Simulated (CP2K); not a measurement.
Input and output of a self-consistent single point for ZrO2 (Fm-3m, 3 atoms in the cell) (CP2K)

Level of theory: PBE, GPW, DZVP-MOLOPT-PBE-GTH basis, GTH-PBE potentials (POTENTIAL_UZH) run with CP2K.

The input file:

```
&GLOBAL
  PROJECT bulk
  RUN_TYPE ENERGY_FORCE
  PRINT_LEVEL MEDIUM
&END GLOBAL
&FORCE_EVAL
  METHOD Quickstep
  STRESS_TENSOR ANALYTICAL
  &DFT
    BASIS_SET_FILE_NAME BASIS_MOLOPT_UZH
    POTENTIAL_FILE_NAME POTENTIAL_UZH
    &QS
      METHOD GPW
      EPS_DEFAULT 1E-11
    &END QS
    &MGRID
      CUTOFF 500
      REL_CUTOFF 40
      NGRIDS 5
    &END MGRID
    &SCF
      SCF_GUESS ATOMIC
      EPS_SCF 1E-6
      MAX_SCF 100
      ADDED_MOS 5
      &DIAGONALIZATION
        ALGORITHM STANDARD
      &END DIAGONALIZATION
      &MIXING
        METHOD BROYDEN_MIXING
        ALPHA 0.4
        NBUFFER 8
        BETA 1
      &END MIXING
      &SMEAR ON
        METHOD FERMI_DIRAC
        ELECTRONIC_TEMPERATURE [K] 116.05
      &END SMEAR
    &END SCF
    &KPOINTS
      SCHEME MONKHORST-PACK 4 4 4
      GAMMA_CENTERED T
    &END KPOINTS
    &XC
      &XC_FUNCTIONAL PBE
      &END XC_FUNCTIONAL
    &END XC
    &PRINT
      &MO
        EIGENVALUES T
        OCCUPATION_NUMBERS T
        NDIGITS 8
        FILENAME mo
        &EACH
          QS_SCF 0
        &END EACH
        ADD_LAST NUMERIC
      &END MO
      &MULLIKEN ON
      &END MULLIKEN
    &END PRINT
  &END DFT
  &SUBSYS
    &CELL
      A 3.61716900 0.00000000 0.00000000
      B 1.80858500 3.13256100 0.00000000
      C 1.80858500 1.04418700 2.95340600
      PERIODIC XYZ
    &END CELL
    &COORD
      SCALED
      Zr       0.00000000     0.00000000     0.00000000
      O        0.25000000     0.25000000     0.25000000
      O        0.75000000     0.75000000     0.75000000
    &END COORD
    &KIND Zr
      BASIS_SET DZVP-MOLOPT-PBE-GTH-q12
      POTENTIAL GTH-PBE-q12
    &END KIND
    &KIND O
      BASIS_SET DZVP-MOLOPT-PBE-GTH-q6
      POTENTIAL GTH-PBE-q6
    &END KIND
  &END SUBSYS
  &PRINT
    &FORCES ON
    &END FORCES
    &STRESS_TENSOR ON
    &END STRESS_TENSOR
  &END PRINT
&END FORCE_EVAL
```

Log, with long lists cut:

```
 GLOBAL| Method name                                                        CP2K
 GLOBAL| Project name                                                       bulk
 GLOBAL| Run type                                                   ENERGY_FORCE

 CELL| Volume [angstrom^3]:                                            33.465051
 CELL| Vector a [angstrom]:       3.617     0.000     0.000   |a| =     3.617169
 CELL| Vector b [angstrom]:       1.809     3.133     0.000   |b| =     3.617170
 CELL| Vector c [angstrom]:       1.809     1.044     2.953   |c| =     3.617169
 CELL| Angle (b,c), alpha [degree]:                                    59.999993
 CELL| Angle (a,c), beta  [degree]:                                    59.999993
 CELL| Angle (a,b), gamma [degree]:                                    59.999999
 CELL| Numerically orthorhombic:                                              NO
 CELL| Periodicity                                                           XYZ

 DFT| Spin restricted Kohn-Sham (RKS) calculation                            RKS
 DFT| Multiplicity                                                             1
 DFT| Number of spin states                                                    1
 DFT| Charge                                                                   0
 DFT| XC density smoothing                                                  NONE
 DFT| XC derivatives                                                          PW

 QS| Method:                                                                 GPW
 QS| Density plane wave grid type                        NON-SPHERICAL FULLSPACE
 QS| Number of grid levels:                                                    5
 QS| Density cutoff [a.u.]:                                                250.0
 QS| Multi grid cutoff [a.u.]: 1) grid level                               250.0
   [... lines left out ...]
 BRILLOUIN| Wavefunction type                                            COMPLEX
 BRILLOUIN| List of Kpoints [2 Pi/Bohr]                                       36
 BRILLOUIN| Number           Weight            X              Y              Z
 BRILLOUIN|     1           0.03125       -0.25000       -0.25000       -0.25000
 BRILLOUIN|     2           0.03125       -0.25000       -0.25000        0.00000
 BRILLOUIN|     3           0.03125       -0.25000       -0.25000        0.25000
   [... 33 lines left out ...]
 *******************************************************************************

 Extrapolation method: initial_guess

 Re-scaling the density matrix to get the right number of electrons
                  # Electrons              Trace(P)               Scaling factor
                           24                24.000                        1.000

 Number of electrons:                                                         24
 Number of occupied orbitals:                                                 12
 Number of molecular orbitals:                                                17

 Number of orbital functions:                                                 52
 Number of independent orbital functions:                                     52
 SCF WAVEFUNCTION OPTIMIZATION

  Step     Update method      Time    Convergence         Total energy    Change
     1 NoMix/Diag. 0.40E+00      -     2.26165966       -79.2462129466 -7.92E+01
     2 Broy./Diag. 0.40E+00      -     0.14667926       -76.5860575281  2.66E+00
     3 Broy./Diag. 0.40E+00      -     0.03986574       -79.1184762773 -2.53E+00
     4 Broy./Diag. 0.40E+00      -     0.03390677       -79.0141542315  1.04E-01
     5 Broy./Diag. 0.40E+00      -     0.00935524       -78.8189489664  1.95E-01
     6 Broy./Diag. 0.40E+00      -     0.00976705       -78.9833244129 -1.64E-01
     7 Broy./Diag. 0.40E+00      -     0.00108552       -78.9419202944  4.14E-02
     8 Broy./Diag. 0.40E+00      -     0.00043611       -78.9421624322 -2.42E-04
     9 Broy./Diag. 0.40E+00      -     0.00000970       -78.9420954867  6.69E-05
    10 Broy./Diag. 0.40E+00      -     0.00001233       -78.9420026883  9.28E-05
    11 Broy./Diag. 0.40E+00      -     0.00000029       -78.9419590495  4.36E-05
  *** SCF run converged in    11 steps ***

  Electronic density on regular grids:        -23.9999999998        0.0000000002
  Core density on regular grids:               23.9999999999       -0.0000000001
  Total charge density on r-space grids:        0.0000000001
  Total charge density g-space grids:           0.0000000001

  Overlap energy of the core charge distribution:               0.00000000000079
  Self energy of the core charge distribution:               -168.25359430289052
  Core Hamiltonian energy:                                     42.77162142362522
  Hartree energy:                                              59.58048986057478
  Exchange-correlation energy:                                -13.04047603082393
  Electronic entropic energy:                                  -0.00000000000000
  Fermi energy:                                                 0.41825231874823

  Total energy:                                               -78.94195904951367
  Total energy (extrapolated to T->0):                        -78.94195904951367

                     Mulliken Population Analysis

 #  Atom  Element  Kind  Atomic population                           Net charge
       1     Zr       1         10.318188                              1.681812
       2     O        2          6.840906                             -0.840906
       3     O        2          6.840906                             -0.840906
 # Total charge                             24.000000                 -0.000000

 ENERGY| Total FORCE_EVAL ( QS ) energy [hartree]            -78.941964498155428

 FORCES| Atomic forces [hartree/bohr]
 FORCES|   Atom     x               y               z               |f|
 FORCES|      1  4.86275774E-13  3.37039770E-09  3.73269429E-09   5.02917364E-09
 FORCES|      2 -3.33280435E-07 -1.55682364E-07 -1.77636024E-07   4.08494068E-07
 FORCES|      3  3.33280643E-07  1.52244165E-07  1.73991560E-07   4.05619693E-07
 FORCES| Sum     6.94543087E-13 -6.78013147E-11  8.82304379E-11
 FORCES| Total atomic force                                       1.11274934E-10

 STRESS| Analytical stress tensor [bar]
 STRESS|                        x                   y                   z
 STRESS|      x        2.35633362669E+04   2.56799374618E+01   1.81584117913E+01
 STRESS|      y        2.56799374618E+01   2.35331694653E+04   1.07278052972E+01
 STRESS|      z        1.81584117913E+01   1.07278052972E+01   2.35260439871E+04
 STRESS| 1/3 Trace                                             2.35408499064E+04
```

The run converged in 11 iterations.

The starting cell has typed, rounded lattice constants, without a prior relaxation at this level. Its lattice was rescaled by up to half a per cent. Values carry the incompleteness of an atom-centred basis.

Cost on one core of a shared machine: roughly 70 s.
